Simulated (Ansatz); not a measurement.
Set up this calculation in Ansatz 0.2.0, as the native input.

```yaml
Task: single point
Functional: PBE
Potentials_or_basis: Ansatz PAW
Cutoff: "420 eV (not typed: the program's choice for these potentials)"
k_mesh: 12 × 12 × 12
Occupations: fermi-dirac, width 0.05 eV
Spin: collinear spin, ferromagnetic start
Starting_moments: "[3.0, 0.0] μB"
```

FeO:

```
Fe O
1.0
    -1.60210    1.60210    2.08339
     1.60210   -1.60210    2.08339
     1.60210    1.60210   -2.08339
Fe O
1 1
Direct
  0.00000 0.00000 0.00000
  0.50000 0.50000 0.00000
```

The cell comes from a database or a generator and needn't be the stable form of this composition.

The input as run:

input.yaml

```yaml
crystal:
  lattice:
    - [-1.602103413, 1.602103413, 2.08339225]
    - [1.602103413, -1.602103413, 2.08339225]
    - [1.602103413, 1.602103413, -2.08339225]
  atoms:
    - { symbol: Fe, position: [0.0, 0.0, 0.0], spin: 3.0 }
    - { symbol: O, position: [0.5, 0.5, 0.0] }
hamiltonian:
  xc: pbe
  pseudopotentials: { kind: paw }
magnetization:
  spin_polarized: true
kpoints:
  mp_grid: { grid: [12, 12, 12] }
scf:
  occupations: { method: fermi_dirac, width: 0.05 }
output:
  forces: true
  stress: true
  eigenvalues: true
```

Potentials or basis: Ansatz PAW.

Command:

```bash
$ ansatz run input.yaml --threads 2 --pin off --max-ram 5632MiB --backend cpu --events-out ev --progress --plain --runs-dir out
```

It gave:

```json
{"Pressure": "-8.7 GPa", "Band gap on the k mesh": "none (metal or under the smearing width)", "Net moment": "4.00 μB per cell", "Absolute moment": "4.01 μB per cell", "Site moments": "Fe +3.40; O +0.31 μB"}
```

Caveat: the pressure holds a Pulay correction of +0.6 GPa for the finite cutoff; a cell with one magnetic atom can't hold antiferromagnetic order, which such compounds often take; semilocal functionals often make such compounds metallic where correlation or magnetic order opens a gap, which also shifts bond lengths.

Run time: 4.5 s on 2 threads of Arm Neoverse V2, on a shared host, peak memory 0.38 GiB.
